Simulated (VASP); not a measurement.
BeTe: single point with PBEsol

The system is BeTe.

```xyz
2
Lattice="0.0000 2.7700 2.7700 2.7700 0.0000 2.7700 2.7700 2.7700 0.0000" Properties=species:S:1:pos:R:3 pbc="T T T"
Be    0.0000    0.0000    0.0000
Te    4.1550    4.1550    4.1550
```

```yaml
Program: VASP 6.6.1
Task: single point
Functional: PBEsol
Potentials_or_basis: VASP PAW PBE potentials, release 64 (Be, Te)
Cutoff: 520 eV
k_mesh: 11 × 11 × 11
Occupations: fermi-dirac, width 0.03 eV
Spin: no spin polarisation
Dipole_correction: no
Further_INCAR_settings: ALGO = Normal; EDIFF = 1e-06; NBANDS = 11
```

| Property | Result |
| --- | --- |
| Pressure | 2.5 GPa |
| Band gap on the k mesh | 1.76 eV, indirect (least direct gap 3.55 eV) |

Levels at points of the mesh, in eV from the valence-band top:
```tsv
k point	band 1	band 2	band 3	band 4	band 5	band 6	band 7	band 8	band 9
(0.00, 0.00, 0.00)	-12.67	0.00	0.00	0.00	3.55	3.55	3.55	4.10	8.27
```

Run time: 19 s on 1 thread of Intel(R) Xeon(R) Platinum 8259CL CPU @ 2.50GHz (Skylake/Cascade Lake) (shared host), peak memory 0.18 GiB.

Caveat: the PAW data sets were made with another functional, which shifts forces and pressure a little; spin-orbit coupling is left out, which moves the levels of the heavy elements; an odd mesh through Γ misses points on the zone boundary, where band edges often lie. Expect the measured gap to be larger: semilocal functionals such as PBEsol lack the derivative discontinuity.
